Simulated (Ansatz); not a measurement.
# GaSb: an axial (c/a) deformation path

This session takes GaSb and sets out to follow an axial (c/a) deformation at fixed volume.

Program: Ansatz 0.2.0. Level of theory: DFT r2SCAN, scalar-relativistic, plane waves, PAW. These are calculated values, not measurements.

## Step 1: The starting structure

The structure is orthorhombic, space group Immm (No. 71). The conventional cell has a = 3.112 Å, b = 5.350 Å, c = 5.787 Å, α = 90.00°, β = 90.00°, γ = 90.00°. Ga (site symmetry mmm) has 6 Sb at 2.89 to 3.09 Å and 2 Ga at 3.11 Å as nearest neighbours. Around Sb (site symmetry mmm) lie 6 Ga at 2.89 to 3.09 Å and 2 Sb at 3.11 Å.

Structure file:

```cif
data_structure
_symmetry_space_group_name_H-M 'P 1'
_symmetry_Int_Tables_number 1
_cell_length_a 4.2365
_cell_length_b 4.2365
_cell_length_c 4.2365
_cell_angle_alpha 136.906
_cell_angle_beta 101.690
_cell_angle_gamma 93.850
_cell_volume 48.17
loop_
_atom_site_label
_atom_site_type_symbol
_atom_site_fract_x
_atom_site_fract_y
_atom_site_fract_z
_atom_site_occupancy
Ga1 Ga 0.00000 0.00000 0.00000 1
Sb1 Sb 0.50000 0.50000 0.00000 1
```

The structure comes from the Materials Project (structure only).

## Step 2: Quick check of gap, pressure and forces

File input.yaml:

```yaml
crystal:
  lattice:
    - [-1.555901, 2.675003, 2.893313]
    - [1.555901, -2.675003, 2.893313]
    - [1.555901, 2.675003, -2.893313]
  atoms:
    - { symbol: Ga, position: [0.0, 0.0, 0.0] }
    - { symbol: Sb, position: [0.5, 0.5, 0.0] }
basis:
  ecutwfc: 500
kpoints:
  mp_grid: { grid: [6, 6, 6] }
hamiltonian:
  xc: r2scan
scf:
  occupations: { method: gaussian, width: 0.1 }
output:
  forces: true
  stress: true
  eigenvalues: true
```

Command:

```
$ ansatz run input.yaml --threads 1 --pin off --max-ram 2560MiB --backend cpu --events-out ev --progress --plain --runs-dir out
```

Log, shortened:

```text
[...]
SCF converged after 7 iterations
Free energy (F): -10289.230677 eV
[...]
E sigma→0 (E₀):  -10289.228148 eV
Entropy (-TS):   -0.005057 eV (-2.528 meV/atom)
Fermi energy:    10.161970 eV
[...]
--- Forces (eV/Å), atoms counted from 1 ---
  atom   1  Ga     0.00000000     0.00000000     0.00000000
  atom   2  Sb     0.00000000     0.00000000     0.00000000
[...]
--- Stress (GPa, compression-positive) ---
       -3.078077       0.000000       0.000000
        0.000000      -2.030480       0.000000
        0.000000       0.000000       0.159578
  P = ⅓ Tr σ = -1.6497 GPa (-16.497 kbar)
--- Band table (eV; the first three rows and the last of 46) ---
  k-point 0: bands = ["-20.0425", "-19.9073", "-19.8880", "-19.8610", "-19.8600", "-5.5803", "-5.4821", "-5.4784", "-5.4643", "-5.4253", "-2.6548", "6.6853", "7.4822", "7.9775", "13.6605", "15.5144", "16.3520", "17.8260"]
[...]
```

It took 4.6 s on 1 thread of AMD EPYC 7R43 (Zen 3), shared host; peak memory 0.56 GiB.

The cell is taken as given, not relaxed at this level.

## Step 3: The undisturbed cell

input.yaml, as its differences from that of step 2:

```diff
@@ -11,3 +11,3 @@
 kpoints:
-  mp_grid: { grid: [6, 6, 6] }
+  mp_grid: { grid: [20, 20, 20] }
 hamiltonian:
@@ -15,3 +15,3 @@
 scf:
-  occupations: { method: gaussian, width: 0.1 }
+  occupations: { method: gaussian, width: 0.15 }
 output:
```

Command:

```
$ ansatz run input.yaml --threads 1 --pin off --max-ram 2560MiB --backend cpu --events-out ev --progress --plain --runs-dir out
```

Log, shortened:

```text
Warning: RAYON_NUM_THREADS=1 ignored (pool sized by the plan → 1); use --threads N
[...]
Pseudopotentials: kind: paw
Pseudopotential: Ga, paw, valence charge 13, recommended cutoff 500 eV (meta_gga), Ga.paw.azcp
Pseudopotential: Sb, paw, valence charge 15, recommended cutoff 500 eV (meta_gga), Sb.paw.azcp
Functional definition: r2SCAN
[...]
Crystal: 2 atoms, lattice volume = 48.168 Å³
Basis set: ecut = 500 eV, 1219 PW (Γ), exchange–correlation on 128×128×128 points (64 copies of the dense FFT grid, shifted against one another)
Bands: 18, of which v1, the nominal top of the filled ones, is band 14 counted from 1 (13 counted from 0)
Symmetry: 8 space group operations
Space group: Immm (ITA 71), of the structure as read, at distance tolerance 3.6e-5 Å
k-points: 1166 of 8000
[...]
SCF iter   1: F=—  HF=-10289.197229 eV  |F-HF|=—  |Δ(HF+E_count)|=         —  Δρ=7.49e-3  dr2=9.78e-3  dr2_τ=7.61e-4  ethr=1.77e-3  ⟨swp⟩=5.2  Hψ=102036  notcnv=0
[...]
SCF iter   7: F=-10289.215030 eV  HF=-10289.215030 eV  |F-HF|=4.06e-10  |Δ(HF+E_count)|=   3.38e-7  Δρ=9.61e-6  dr2=3.96e-8  dr2_τ=4.91e-10  ethr=3.57e-10  ⟨swp⟩=4.1  Hψ=82435  notcnv=0
[...]
SCF converged after 7 iterations
Free energy (F): -10289.215030 eV
[...]
E sigma→0 (E₀):  -10289.210926 eV
Entropy (-TS):   -0.008207 eV (-4.104 meV/atom)
Fermi energy:    9.894398 eV
[...]
--- Forces (eV/Å), atoms counted from 1 ---
  atom   1  Ga     0.00000000     0.00000000     0.00000000
  atom   2  Sb     0.00000000     0.00000000     0.00000000
[...]
--- Stress (GPa, compression-positive) ---
       -0.024942       0.000000       0.000000
        0.000000      -2.594970       0.000000
        0.000000       0.000000      -2.641474
  P = ⅓ Tr σ = -1.7538 GPa (-17.538 kbar)
--- Band table (eV; the first three rows and the last of 1166) ---
  k-point 0: bands = ["-20.0031", "-19.8752", "-19.8562", "-19.8493", "-19.8480", "-5.6196", "-5.5188", "-5.5150", "-5.5024", "-5.4653", "-2.6466", "6.6804", "7.4841", "7.9761", "13.6553", "15.5423", "16.3471", "17.8187"]
[...]
```

Wall time 80 s (1 thread of AMD EPYC 7R43 (Zen 3), shared host); peak memory 1.4 GiB.

Reference values: F = -10289.2150 eV; pressure -1.75 GPa; largest force 0.000 eV/Å; gap on the mesh none (metal).

## Step 4: Variant: chi_scale 0.0

input.yaml, as its differences from that of step 3:

```diff
@@ -16,5 +16,6 @@
   occupations: { method: gaussian, width: 0.15 }
+  initial_density: { chi_scale: 0.0 }
 output:
   forces: true
+  eigenvalues: true
   stress: true
-  eigenvalues: true
```

Command:

```
$ ansatz run input.yaml --threads 1 --pin off --max-ram 2560MiB --backend cpu --events-out ev --progress --plain --runs-dir out
```

Log, shortened:

```text
Warning: RAYON_NUM_THREADS=1 ignored (pool sized by the plan → 1); use --threads N
[...]
Pseudopotentials: kind: paw
Pseudopotential: Ga, paw, valence charge 13, recommended cutoff 500 eV (meta_gga), Ga.paw.azcp
Pseudopotential: Sb, paw, valence charge 15, recommended cutoff 500 eV (meta_gga), Sb.paw.azcp
Functional definition: r2SCAN
[...]
Crystal: 2 atoms, lattice volume = 48.168 Å³
Basis set: ecut = 500 eV, 1219 PW (Γ), exchange–correlation on 128×128×128 points (64 copies of the dense FFT grid, shifted against one another)
Bands: 18, of which v1, the nominal top of the filled ones, is band 14 counted from 1 (13 counted from 0)
Symmetry: 8 space group operations
Space group: Immm (ITA 71), of the structure as read, at distance tolerance 3.6e-5 Å
k-points: 1166 of 8000
[...]
SCF iter   1: F=—  HF=-10289.131784 eV  |F-HF|=—  |Δ(HF+E_count)|=         —  Δρ=1.83e-2  dr2=9.32e-2  dr2_τ=7.99e-4  ethr=3.31e-4  ⟨swp⟩=1.0  Hψ=130546  notcnv=0
[...]
SCF iter   8: F=-10289.215030 eV  HF=-10289.215030 eV  |F-HF|=5.40e-9  |Δ(HF+E_count)|=   1.44e-7  Δρ=5.10e-6  dr2=1.20e-8  dr2_τ=3.35e-10  ethr=3.57e-10  ⟨swp⟩=6.0  Hψ=91952  notcnv=0
[...]
SCF converged after 8 iterations
Free energy (F): -10289.215030 eV
[...]
E sigma→0 (E₀):  -10289.210926 eV
Entropy (-TS):   -0.008207 eV (-4.104 meV/atom)
Fermi energy:    9.894434 eV
[...]
--- Forces (eV/Å), atoms counted from 1 ---
  atom   1  Ga     0.00000000     0.00000000     0.00000000
  atom   2  Sb     0.00000000     0.00000000     0.00000000
[...]
--- Stress (GPa, compression-positive) ---
       -0.024691       0.000000       0.000000
        0.000000      -2.594939       0.000000
        0.000000       0.000000      -2.641474
  P = ⅓ Tr σ = -1.7537 GPa (-17.537 kbar)
--- Band table (eV; the first three rows and the last of 1166) ---
  k-point 0: bands = ["-20.0030", "-19.8750", "-19.8561", "-19.8492", "-19.8479", "-5.6192", "-5.5184", "-5.5146", "-5.5020", "-5.4649", "-2.6466", "6.6804", "7.4842", "7.9761", "13.6553", "15.5424", "16.3472", "17.8188"]
[...]
```

Run time: 92 s. Hardware: 1 thread of AMD EPYC 7R43 (Zen 3), shared host; peak memory 1.3 GiB.

```csv
run,ending,energy change,pressure (GPa),gap (eV),force (eV/Å),cycles,time
step 3,converged,0,-1.8,0.00,0.00,7,80 s
variant,converged,0.0 meV/atom,-1.8,0.00,0.00,8,92 s
```

With the changed start the energy agrees within 0.5 meV/atom. Cost: 8 SCF cycles against 7.

## Step 5: Next: an axial (c/a) deformation path

At fixed volume and fractional coordinates, lengths along (0.000, 0.000, 1.000) are scaled against those across it; ρ is that ratio over its starting value.

## Step 6: At ρ = 0.850

input.yaml, as its differences from that of step 3:

```diff
@@ -2,5 +2,5 @@
   lattice:
-    - [-1.555901, 2.675003, 2.893313]
-    - [1.555901, -2.675003, 2.893313]
-    - [1.555901, 2.675003, -2.893313]
+    - [-1.6425136397, 2.8239129055, 2.5962192687]
+    - [1.6425136397, -2.8239129055, 2.5962192687]
+    - [1.6425136397, 2.8239129055, -2.5962192687]
   atoms:
```

Command:

```
$ ansatz run input.yaml --threads 1 --pin off --max-ram 2560MiB --backend cpu --events-out ev --progress --plain --runs-dir out
```

Log, shortened:

```text
Warning: RAYON_NUM_THREADS=1 ignored (pool sized by the plan → 1); use --threads N
[...]
Pseudopotentials: kind: paw
Pseudopotential: Ga, paw, valence charge 13, recommended cutoff 500 eV (meta_gga), Ga.paw.azcp
Pseudopotential: Sb, paw, valence charge 15, recommended cutoff 500 eV (meta_gga), Sb.paw.azcp
Functional definition: r2SCAN
[...]
Crystal: 2 atoms, lattice volume = 48.168 Å³
Basis set: ecut = 500 eV, 1235 PW (Γ), exchange–correlation on 128×128×128 points (64 copies of the dense FFT grid, shifted against one another)
Bands: 18, of which v1, the nominal top of the filled ones, is band 14 counted from 1 (13 counted from 0)
Symmetry: 8 space group operations
Space group: Immm (ITA 71), of the structure as read, at distance tolerance 3.6e-5 Å
k-points: 1166 of 8000
[...]
SCF iter   1: F=—  HF=-10288.890709 eV  |F-HF|=—  |Δ(HF+E_count)|=         —  Δρ=8.09e-3  dr2=1.14e-2  dr2_τ=1.35e-3  ethr=1.77e-3  ⟨swp⟩=5.1  Hψ=102497  notcnv=0
[...]
SCF iter   7: F=-10288.911393 eV  HF=-10288.911393 eV  |F-HF|=7.81e-9  |Δ(HF+E_count)|=   4.24e-7  Δρ=8.12e-6  dr2=4.39e-8  dr2_τ=2.46e-10  ethr=3.57e-10  ⟨swp⟩=7.3  Hψ=100550  notcnv=0
[...]
SCF converged after 7 iterations
Free energy (F): -10288.911393 eV
[...]
E sigma→0 (E₀):  -10288.907209 eV
Entropy (-TS):   -0.008369 eV (-4.185 meV/atom)
Fermi energy:    9.924756 eV
[...]
--- Forces (eV/Å), atoms counted from 1 ---
  atom   1  Ga     0.00000000     0.00000000     0.00000000
  atom   2  Sb     0.00000000     0.00000000     0.00000000
[...]
--- Stress (GPa, compression-positive) ---
       -5.126455       0.000000       0.000000
        0.000000      -6.057058       0.000000
        0.000000       0.000000      16.199051
  P = ⅓ Tr σ = 1.6718 GPa (16.718 kbar)
--- Band table (eV; the first three rows and the last of 1166) ---
  k-point 0: bands = ["-19.9755", "-19.8912", "-19.8696", "-19.8663", "-19.8551", "-5.8047", "-5.7217", "-5.7009", "-5.6808", "-5.6675", "-2.6486", "7.0574", "7.5535", "8.8550", "13.9699", "14.3348", "15.4159", "17.1155"]
[...]
```

Wall time 89 s (1 thread of AMD EPYC 7R43 (Zen 3), shared host); peak memory 1.4 GiB.

## Step 7: At ρ = 1.200

input.yaml, as its differences from that of step 6:

```diff
@@ -2,5 +2,5 @@
   lattice:
-    - [-1.6425136397, 2.8239129055, 2.5962192687]
-    - [1.6425136397, -2.8239129055, 2.5962192687]
-    - [1.6425136397, 2.8239129055, -2.5962192687]
+    - [-1.4641588984, 2.5172742004, 3.267254131]
+    - [1.4641588984, -2.5172742004, 3.267254131]
+    - [1.4641588984, 2.5172742004, -3.267254131]
   atoms:
```

Command:

```
$ ansatz run input.yaml --threads 1 --pin off --max-ram 2560MiB --backend cpu --events-out ev --progress --plain --runs-dir out
```

Log, shortened:

```text
[...]
SCF converged after 7 iterations
Free energy (F): -10288.853313 eV
[...]
E sigma→0 (E₀):  -10288.848502 eV
Entropy (-TS):   -0.009621 eV (-4.811 meV/atom)
Fermi energy:    9.897247 eV
[...]
--- Forces (eV/Å), atoms counted from 1 ---
  atom   1  Ga     0.00000000     0.00000000    -0.00000000
  atom   2  Sb     0.00000000     0.00000000     0.00000000
[...]
--- Stress (GPa, compression-positive) ---
        9.682325       0.000000       0.000000
        0.000000       7.082808       0.000000
        0.000000       0.000000      -8.912724
  P = ⅓ Tr σ = 2.6175 GPa (26.175 kbar)
--- Band table (eV; the first three rows and the last of 1166) ---
  k-point 0: bands = ["-20.1348", "-19.9238", "-19.8690", "-19.8689", "-19.8450", "-5.7272", "-5.6310", "-5.5941", "-5.5398", "-5.5136", "-2.9088", "6.0610", "6.1286", "8.8421", "12.7626", "13.6883", "16.3756", "16.4817"]
[...]
```

Wall time 1.9 min (1 thread of AMD EPYC 7R43 (Zen 3), shared host); peak memory 1.3 GiB.

## Step 8: ρ = 0.920

input.yaml, as its differences from that of step 7:

```diff
@@ -2,5 +2,5 @@
   lattice:
-    - [-1.4641588984, 2.5172742004, 3.267254131]
-    - [1.4641588984, -2.5172742004, 3.267254131]
-    - [1.4641588984, 2.5172742004, -3.267254131]
+    - [-1.5997520823, 2.7503945428, 2.7368687448]
+    - [1.5997520823, -2.7503945428, 2.7368687448]
+    - [1.5997520823, 2.7503945428, -2.7368687448]
   atoms:
```

Command:

```
$ ansatz run input.yaml --threads 1 --pin off --max-ram 2560MiB --backend cpu --events-out ev --progress --plain --runs-dir out
```

Log, shortened:

```text
Warning: RAYON_NUM_THREADS=1 ignored (pool sized by the plan → 1); use --threads N
[...]
Pseudopotentials: kind: paw
Pseudopotential: Ga, paw, valence charge 13, recommended cutoff 500 eV (meta_gga), Ga.paw.azcp
Pseudopotential: Sb, paw, valence charge 15, recommended cutoff 500 eV (meta_gga), Sb.paw.azcp
Functional definition: r2SCAN
[...]
Crystal: 2 atoms, lattice volume = 48.168 Å³
Basis set: ecut = 500 eV, 1239 PW (Γ), exchange–correlation on 128×128×128 points (64 copies of the dense FFT grid, shifted against one another)
Bands: 18, of which v1, the nominal top of the filled ones, is band 14 counted from 1 (13 counted from 0)
Symmetry: 8 space group operations
Space group: Immm (ITA 71), of the structure as read, at distance tolerance 3.6e-5 Å
k-points: 1166 of 8000
[...]
SCF iter   1: F=—  HF=-10289.133725 eV  |F-HF|=—  |Δ(HF+E_count)|=         —  Δρ=7.66e-3  dr2=1.03e-2  dr2_τ=9.29e-4  ethr=1.77e-3  ⟨swp⟩=5.2  Hψ=102251  notcnv=0
[...]
SCF iter   7: F=-10289.153202 eV  HF=-10289.153202 eV  |F-HF|=3.78e-9  |Δ(HF+E_count)|=   3.62e-7  Δρ=1.00e-5  dr2=4.82e-8  dr2_τ=4.43e-10  ethr=3.57e-10  ⟨swp⟩=4.4  Hψ=86776  notcnv=0
[...]
SCF converged after 7 iterations
Free energy (F): -10289.153202 eV
[...]
E sigma→0 (E₀):  -10289.148836 eV
Entropy (-TS):   -0.008732 eV (-4.366 meV/atom)
Fermi energy:    9.915821 eV
[...]
--- Forces (eV/Å), atoms counted from 1 ---
  atom   1  Ga     0.00000000     0.00000000     0.00000000
  atom   2  Sb     0.00000000     0.00000000     0.00000000
[...]
--- Stress (GPa, compression-positive) ---
       -3.233684       0.000000       0.000000
        0.000000      -4.659017       0.000000
        0.000000       0.000000       5.254523
  P = ⅓ Tr σ = -0.8794 GPa (-8.794 kbar)
--- Band table (eV; the first three rows and the last of 1166) ---
  k-point 0: bands = ["-19.9689", "-19.8649", "-19.8560", "-19.8501", "-19.8446", "-5.6632", "-5.5852", "-5.5700", "-5.5602", "-5.5303", "-2.6204", "7.0869", "7.5072", "8.1700", "13.7741", "15.0297", "16.5724", "17.5730"]
[...]
```

Wall time 90 s (1 thread of AMD EPYC 7R43 (Zen 3), shared host); peak memory 1.4 GiB.

## Step 9: At ρ = 1.100

input.yaml, as its differences from that of step 8:

```diff
@@ -2,5 +2,5 @@
   lattice:
-    - [-1.5997520823, 2.7503945428, 2.7368687448]
-    - [1.5997520823, -2.7503945428, 2.7368687448]
-    - [1.5997520823, 2.7503945428, -2.7368687448]
+    - [-1.5072468962, 2.5913538001, 3.0831208045]
+    - [1.5072468962, -2.5913538001, 3.0831208045]
+    - [1.5072468962, 2.5913538001, -3.0831208045]
   atoms:
```

Command:

```
$ ansatz run input.yaml --threads 1 --pin off --max-ram 2560MiB --backend cpu --events-out ev --progress --plain --runs-dir out
```

Log, shortened:

```text
[...]
SCF converged after 7 iterations
Free energy (F): -10289.095092 eV
[...]
E sigma→0 (E₀):  -10289.090276 eV
Entropy (-TS):   -0.009633 eV (-4.816 meV/atom)
Fermi energy:    9.880313 eV
[...]
--- Forces (eV/Å), atoms counted from 1 ---
  atom   1  Ga    -0.00000000    -0.00000000     0.00000000
  atom   2  Sb     0.00000000    -0.00000000     0.00000000
[...]
--- Stress (GPa, compression-positive) ---
        4.577394       0.000000       0.000000
        0.000000       1.428723      -0.000000
        0.000000      -0.000000      -7.502866
  P = ⅓ Tr σ = -0.4989 GPa (-4.989 kbar)
--- Band table (eV; the first three rows and the last of 1166) ---
  k-point 0: bands = ["-20.0707", "-19.9077", "-19.8635", "-19.8619", "-19.8556", "-5.6473", "-5.5390", "-5.5278", "-5.4990", "-5.4634", "-2.7496", "6.3122", "6.7482", "8.4784", "13.6266", "14.3025", "15.9821", "17.9633"]
[...]
```

It took 84 s on 1 thread of AMD EPYC 7R43 (Zen 3), shared host; peak memory 1.4 GiB.

## Step 10: At ρ = 0.960

input.yaml, as its differences from that of step 9:

```diff
@@ -2,5 +2,5 @@
   lattice:
-    - [-1.5072468962, 2.5913538001, 3.0831208045]
-    - [1.5072468962, -2.5913538001, 3.0831208045]
-    - [1.5072468962, 2.5913538001, -3.0831208045]
+    - [-1.5772173612, 2.7116514308, 2.8156342564]
+    - [1.5772173612, -2.7116514308, 2.8156342564]
+    - [1.5772173612, 2.7116514308, -2.8156342564]
   atoms:
```

Command:

```
$ ansatz run input.yaml --threads 1 --pin off --max-ram 2560MiB --backend cpu --events-out ev --progress --plain --runs-dir out
```

Log, shortened:

```text
Warning: RAYON_NUM_THREADS=1 ignored (pool sized by the plan → 1); use --threads N
[...]
Pseudopotentials: kind: paw
Pseudopotential: Ga, paw, valence charge 13, recommended cutoff 500 eV (meta_gga), Ga.paw.azcp
Pseudopotential: Sb, paw, valence charge 15, recommended cutoff 500 eV (meta_gga), Sb.paw.azcp
Functional definition: r2SCAN
[...]
Crystal: 2 atoms, lattice volume = 48.168 Å³
Basis set: ecut = 500 eV, 1235 PW (Γ), exchange–correlation on 128×128×128 points (64 copies of the dense FFT grid, shifted against one another)
Bands: 18, of which v1, the nominal top of the filled ones, is band 14 counted from 1 (13 counted from 0)
Symmetry: 8 space group operations
Space group: Immm (ITA 71), of the structure as read, at distance tolerance 3.6e-5 Å
k-points: 1166 of 8000
[...]
the search or the solves at the SCF's close seem to have found levels that the self-consistency loop had missed (the run counts 1). By its estimate they hold under 1e-12 electrons; where the run keeps them, the occupations were computed again with them
[...]
SCF converged after 7 iterations
Free energy (F): -10289.206986 eV
[...]
E sigma→0 (E₀):  -10289.203036 eV
Entropy (-TS):   -0.007900 eV (-3.950 meV/atom)
Fermi energy:    9.900158 eV
[...]
--- Forces (eV/Å), atoms counted from 1 ---
  atom   1  Ga     0.00000000     0.00000000     0.00000000
  atom   2  Sb     0.00000000     0.00000000     0.00000000
[...]
--- Stress (GPa, compression-positive) ---
       -1.738405       0.000000       0.000000
        0.000000      -3.640742       0.000000
        0.000000       0.000000       0.714290
  P = ⅓ Tr σ = -1.5550 GPa (-15.550 kbar)
--- Band table (eV; the first three rows and the last of 1166) ---
  k-point 0: bands = ["-19.9819", "-19.8632", "-19.8582", "-19.8467", "-19.8433", "-5.6318", "-5.5409", "-5.5332", "-5.5236", "-5.4890", "-2.6262", "6.8690", "7.7482", "7.8154", "13.7023", "15.3154", "17.2054", "17.3259"]
[...]
```

Run time: 93 s. Hardware: 1 thread of AMD EPYC 7R43 (Zen 3), shared host; peak memory 1.3 GiB.

## Step 11: The scan collected

All points in order; energies are free energies above the reference cell:

```csv
ρ,ΔE (meV/atom),pressure (GPa),space group
0.850,151.8,1.7,Immm
0.920,30.9,-0.9,Immm
0.960,4.0,-1.6,Immm
1.000,0.0,-1.8,Immm
1.100,60.0,-0.5,Immm
1.200,180.9,2.6,Immm
```

## Step 12: Outcome

| quantity | value |
| --- | --- |
| highest point | 180.9 meV/atom at ρ = 1.200 |
| step 4, run with chi_scale 0.0 (against step 3) | 0.0 meV/atom |

No sampled point lies below the undisturbed cell. No further minimum shows among the sampled points. Spin-orbit coupling is left out for Sb.
